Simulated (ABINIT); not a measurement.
Runs of ABINIT 10.8.3 (patched build) on Al2O3 (Corundum). The structure is trigonal, space group R-3c (No. 167). Conventional cell: a = 4.760 Å, b = 4.760 Å, c = 12.996 Å, α = 90.00°, β = 90.00°, γ = 120.00°. Al (site symmetry 3) is surrounded by 6 O at 1.85 to 1.97 Å. O (site symmetry 2) is surrounded by 4 Al at 1.85 to 1.97 Å. 

```csv
task,level,potentials or basis,cell,k mesh,cutoff (eV),cell freedom (optcell),cutoff smearing ecutsm (Ha),optimiser (ionmov),force stop (Ha/bohr),fine-grid cutoff,mesh quality,gap on the mesh (eV),pressure (GPa),relaxed volume (Å³/atom),largest force (eV/Å)
relaxation of cell and atoms,LDA,JTH PAW LDA v2.0,relaxed,5 × 5 × 5,626,2,0.5,2,5e-05,1224.51 eV,not flagged,6.43,0.0,8.31,-
single point,PBE,JTH PAW PBE v2.0,as given,3 × 3 × 3,626,-,-,-,-,1224.51 eV,coarse,6.20,7.3,-,0.07
single point,LDA,JTH PAW LDA v2.0,as given,3 × 3 × 3,626,-,-,-,-,1224.51 eV,coarse,6.14,-6.0,-,0.12
band structure,r2SCAN,JTH PAW PBE v2.0,as given,4 × 4 × 4,762,-,-,-,-,1360.57 eV,not flagged,(a),-,-,0.04
single point,PBE,JTH PAW PBE v2.0,as given,7 × 7 × 7,626,-,-,-,-,1224.51 eV,not flagged,6.20,7.3,-,0.07
relaxation of cell and atoms,PBEsol,JTH PAW PBE v2.0,relaxed,5 × 5 × 5,626,2,0.5,22,5e-05,1224.51 eV,not flagged,5.96,0.0,8.61,-
single point,PBEsol,JTH PAW PBE v2.0,as given,3 × 3 × 3,626,-,-,-,-,1224.51 eV,coarse,(b),2.8,-,0.11
single point,LDA,JTH PAW LDA v2.0,as given,6 × 6 × 6,626,-,-,-,-,1224.51 eV,not flagged,6.14,-6.0,-,0.12
```

Alike in all rows: no spin polarisation; smearing fermi-dirac 0.05 eV.

Problem. Fill in the values left out.

Solution. (a) 7.10; (b) 6.10.

Caveats: some runs use coarse meshes; an odd mesh through Γ misses points on the zone boundary, where band edges often lie (some runs); the PAW data sets were made with another functional, which shifts forces and pressure a little (some runs).

Not every run made on this cell is shown here.
